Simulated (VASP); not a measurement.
# BiTe in VASP: a series of runs, part 2 of 2

VASP 6.6.1.

### Step 5. Single point, PBE

The input, INCAR:

```
PREC = Accurate
ENCUT = 450
EDIFF = 1E-7
ISMEAR = 0
SIGMA = 0.05
LREAL = F
LASPH = T
NELM = 100
ALGO = Normal
ISIF = 2
LWAVE = F
LCHARG = F
GGA = PE
NBANDS = 18
ADDGRID = F
```

The input, KPOINTS:

```
Automatic mesh
0
Gamma
  6 6 6
```

The input, POSCAR:

```
BiTe
1.0
    2.4227077728      1.3987509848      3.3172919545
   -2.4227077728      1.3987509848      3.3172919545
    0.0000000000     -2.7975019696      3.3172919545
Bi Te
1 1
Direct
    0.5120250000      0.5038480000      0.5048510000
   -0.0040940000     -0.0152210000     -0.0035880000
```

Potentials or basis: VASP PAW PBE potentials, release 64 (Bi_d, Te).

Launch:

```bash
$ cat potpaw_PBE.64/Bi_d/POTCAR potpaw_PBE.64/Te/POTCAR > POTCAR
$ mpirun -np 1 vasp_std > vasp.out
```

OUTCAR:

```text
PREC = Accurate
   ENCUT = 450
   EDIFF = 1E-7
   ISMEAR = 0
   LREAL = F
   LASPH = T
   NELM = 100
   ISIF = 2
   GGA = PE

 Found    112 irreducible k-points:

 Following reciprocal coordinates:
            Coordinates               Weight
  0.000000  0.000000  0.000000      1.000000
  0.166667 -0.000000  0.000000      2.000000
 -0.000000  0.166667  0.000000      2.000000
  0.000000  0.000000  0.166667      2.000000
  0.333333 -0.000000  0.000000      2.000000
 -0.000000  0.333333  0.000000      2.000000
   k-points           NKPTS =    112   k-points in BZ     NKDIM =    112   number of bands    NBANDS=     18
   number of dos      NEDOS =    301   number of ions     NIONS =      2
   total plane-waves  NPLWV =  27000
   dimension x,y,z NGX =    30 NGY =   30 NGZ =   30
   dimension x,y,z NGXF=    60 NGYF=   60 NGZF=   60
   ions per type =               1   1
   NGX,Y,Z   is equivalent  to a cutoff of  11.49, 11.49, 11.49 a.u.
   NGXF,Y,Z  is equivalent  to a cutoff of  22.99, 22.99, 22.99 a.u.
 SYSTEM =  unknown system
   PREC   = accura    normal or accurate (medium, high low for compatibility)
   ISTART =      0    job   : 0-new  1-cont  2-samecut
   ICHARG =      2    charge: 1-file 2-atom 10-const
   ISPIN  =      1    spin polarized calculation?
   LNONCOLLINEAR =      F non collinear calculations
   LSORBIT =      F    spin-orbit coupling
   LASPH  =      T    aspherical Exc in radial PAW
   ENCUT  =  450.0 eV  33.07 Ry    5.75 a.u.   7.51  7.51  7.51*2*pi/ulx,y,z
   NELM   =    100;   NELMIN=  2; NELMDL= -5     # of ELM steps
   EDIFF  = 0.1E-06   stopping-criterion for ELM
[... 30 lines left out ...]
 non-spin polarized calculation
 Gauss-broadening in eV      SIGMA  =   0.05
  energy-cutoff  :      450.00
  volume of cell :       67.45
 maximum number of plane-waves:      1487
   NGX = 15   NGY = 15   NGZ = 15

 number of electron      21.0000002 magnetization

 Free energy of the ion-electron system (eV)
  ---------------------------------------------------
  ext. energy  EPLUGINS =         0.00000000
  ---------------------------------------------------
  free energy    TOTEN  =        -7.16821903 eV

  energy without entropy =       -7.16592212  energy(sigma->0) =       -7.16707058

 E-fermi :   6.6079     XC(G=0):  -9.4757

 val. band max:        6.6056103507   @ k =   0.5000  -0.1667  -0.3333
 cond. band min:       6.6116710563   @ k =   0.3333   0.3333   0.1667
 fundamental gap:      0.0060607056
 Fermi energy:         6.6079356077

 k-point     1 :       0.0000    0.0000    0.0000
  band No.  band energies     occupation
      1     -16.5547      2.00000
      2     -16.5544      2.00000
      3     -16.5421      2.00000
      4     -16.5420      2.00000
      5     -16.5274      2.00000
      6      -6.8262      2.00000
[... 10 lines left out ...]
     17      13.3363      0.00000
     18      13.5652      0.00000

 k-point     2 :       0.1667   -0.0000    0.0000
  band No.  band energies     occupation
      1     -16.5545      2.00000
      2     -16.5540      2.00000
      3     -16.5434      2.00000
      4     -16.5402      2.00000
      5     -16.5268      2.00000
      6      -6.5904      2.00000
[... 10 lines left out ...]
     17      14.1847      0.00000
     18      14.5982      0.00000

 k-point     3 :      -0.0000    0.1667    0.0000
  band No.  band energies     occupation
      1     -16.5544      2.00000
      2     -16.5541      2.00000
      3     -16.5433      2.00000
      4     -16.5403      2.00000
      5     -16.5268      2.00000
      6      -6.5908      2.00000
[... 10 lines left out ...]
     17      14.1872      0.00000
     18      14.6022      0.00000

 k-point     4 :       0.0000    0.0000    0.1667
  band No.  band energies     occupation
      1     -16.5546      2.00000
      2     -16.5539      2.00000
      3     -16.5433      2.00000
      4     -16.5402      2.00000
      5     -16.5269      2.00000
      6      -6.5899      2.00000
[... 10 lines left out ...]
     17      14.1792      0.00000
     18      14.5877      0.00000

 k-point     5 :       0.3333   -0.0000    0.0000
  band No.  band energies     occupation
      1     -16.5548      2.00000
      2     -16.5534      2.00000
      3     -16.5455      2.00000
      4     -16.5371      2.00000
      5     -16.5246      2.00000
      6      -5.9017      2.00000
[... 10 lines left out ...]
     17      15.4251      0.00000
     18      16.3581      0.00000

 k-point     6 :      -0.0000    0.3333    0.0000
  band No.  band energies     occupation
      1     -16.5549      2.00000
      2     -16.5534      2.00000
      3     -16.5455      2.00000
      4     -16.5373      2.00000
      5     -16.5244      2.00000
      6      -5.9038      2.00000
[... 10 lines left out ...]
     17      15.4326      0.00000
     18      16.3603      0.00000

 [... further k-points ...]
[... 5 lines left out ...]
  --------------------------------------------------------------------------------------
  -------------------------------------------------------------------------------------
  Total        0.0578836      0.1504190     -0.0437258      0.0160014      0.0145863     -0.0043892
  in kB        1.3749584      3.5730319     -1.0386570      0.3800956      0.3464806     -0.1042598
  external PRESSURE =       1.3031111 kB  Pullay stress =       0.0000000 kB

 VOLUME and BASIS-vectors are now :
 -----------------------------------------------------------------------------
  energy-cutoff  :      450.00
  volume of cell :       67.45
      direct lattice vectors                 reciprocal lattice vectors
     2.422707773  1.398750985  3.317291954     0.206380648  0.119153923  0.100483568
    -2.422707773  1.398750985  3.317291954    -0.206380648  0.119153923  0.100483568
     0.000000000 -2.797501970  3.317291954     0.000000000 -0.238307845  0.100483568

 POSITION                                       TOTAL-FORCE (eV/Angst)
 -----------------------------------------------------------------------------------
      0.01981      0.00863      5.04469         0.016495     -0.064022     -0.223064
      0.02696     -0.01698      9.87590        -0.016495      0.064022      0.223064
 -----------------------------------------------------------------------------------
    total drift:                               -0.000866     -0.000402      0.000201

  FREE ENERGIE OF THE ION-ELECTRON SYSTEM (eV)
  ---------------------------------------------------
  free  energy   TOTEN  =        -7.1682190264 eV

  energy  without entropy=       -7.1659221250  energy(sigma->0) =       -7.16707058
```

stdout:

```text
POSCAR found type information on POSCAR BiTe
 POSCAR found :  2 types and       2 ions
 scaLAPACK will be used
 LDA part: xc-table for (Slater+PW92), standard interpolation
 POSCAR, INCAR and KPOINTS ok, starting setup
 FFT: planning ... GRIDC
 FFT: planning ... GRID_SOFT
 FFT: planning ... GRID
 WAVECAR not read
 entering main loop
```

It took 76 s on 1 thread of Intel Xeon 6975P-C (Granite Rapids), shared host; peak memory 0.24 GiB.

The run converged, but some of its settings lie outside the range that counts as converged, so its numbers aren't taken as properties of the crystal.

Results:

```yaml
Free_energy: -7.1682 eV
Pressure: 0.1 GPa
Largest_force: 0.233 eV/Å
Band_gap_on_the_k_mesh: none (metal or under the smearing width)
```

Caveat: spin-orbit coupling is left out, which moves the levels of the heavy elements.

### Step 6. The reference run

An earlier run on the cell as given: functional PBE; potentials or basis VASP PAW PBE potentials, release 64 (Bi_d, Te); cutoff 520 eV; k mesh 7 × 7 × 7; occupations fermi-dirac, width 0.05 eV; no spin polarisation.

* Pressure: 0.1 GPa
* Band gap on the k mesh: none (metal or under the smearing width)
